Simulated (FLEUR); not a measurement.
The system is KCl (Sylvite).

```
K Cl
1.0
     0.00000    3.14647    3.14647
     3.14647    0.00000    3.14647
     3.14647    3.14647    0.00000
K Cl
1 1
Direct
  0.00000 0.00000 0.00000
  0.50000 0.50000 0.50000
```

Base run:

```yaml
Program: FLEUR MaX-R8.1 (later development tree)
Functional: r2SCAN
Potentials_or_basis: all-electron
Basis: FLAPW
Kmax: 4.1 1/bohr
k_mesh: 7 × 7 × 7
Occupations: fermi-dirac, width 0.05 eV
Spin: no spin polarisation
```

Its results: band gap on the k mesh 5.70 eV, direct.

Q: The run is repeated on the same cell with these changes: functional from r2SCAN to Wu-Cohen GGA. What comes out?

A: Band gap on the k mesh 5.12 eV, direct.

Caveats: the meta-GGA is that of a development version, with a GGA for the radial functions and cores and without core tails (some runs).
